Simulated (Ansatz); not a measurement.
Method: Ansatz, DFT PBE, scalar-relativistic, plane waves, PAW. All cells share a 420 eV cutoff and Γ-centred k meshes spaced at most about 0.3 Å⁻¹ (about 0.25 or finer for metals, 2π included). No spin polarisation.

All energies are static (0 K, no zero-point motion).

Question: Order these relaxed structures of Cd₄Se by energy, lowest first, with the energy over the lowest of them.
A.

Space group P-4m2 (No. 115). a = 4.240 Å, b = 4.240 Å, c = 7.845 Å, α = 90.00°, β = 90.00°, γ = 90.00°
```csv
atom,site,symmetry,x,y,z
Cd,2g,2mm.,0.5000,0.0000,0.7840
Cd,1d,-4m2,0.0000,0.0000,0.5000
Cd,1c,-4m2,0.5000,0.5000,0.5000
Se,1a,-4m2,0.0000,0.0000,0.0000
```

B.

Space group I4/mmm (No. 139). a = 4.304 Å, b = 4.304 Å, c = 14.278 Å, α = 90.00°, β = 90.00°, γ = 90.00°
| atom | site | symmetry | x | y | z |
| --- | --- | --- | --- | --- | --- |
| Cd | 8g | 2mm. | 0.0000 | 0.5000 | 0.3528 |
| Se | 2a | 4/mmm | 0.0000 | 0.0000 | 0.0000 |

C.

Space group P4/nbm:1 (No. 125). a = 5.958 Å, b = 5.958 Å, c = 6.940 Å, α = 90.00°, β = 90.00°, γ = 90.00°
```json
{"atom": "Cd", "site": "8m", "symmetry": "..m", "x": "0.3242", "y": "0.8242", "z": "0.7028"}
{"atom": "Se", "site": "2a", "symmetry": "422", "x": "0.0000", "y": "0.0000", "z": "0.0000"}
```

Answer: A (0 meV/atom), C (20 meV/atom), B (83 meV/atom). Counting Cd atoms around Se (those within 1.25 times the shortest such distance or 1.15 times the sum of covalent radii): A has Se 4; C has Se 8; B has Se 8. All come from invented guesses.

The k mesh leaves some 4 meV/atom of noise in the energy of each metallic cell. Cells relaxed within their symmetry can be saddle points. Some types were kept out of the candidates beforehand, so the set may lack a known form.
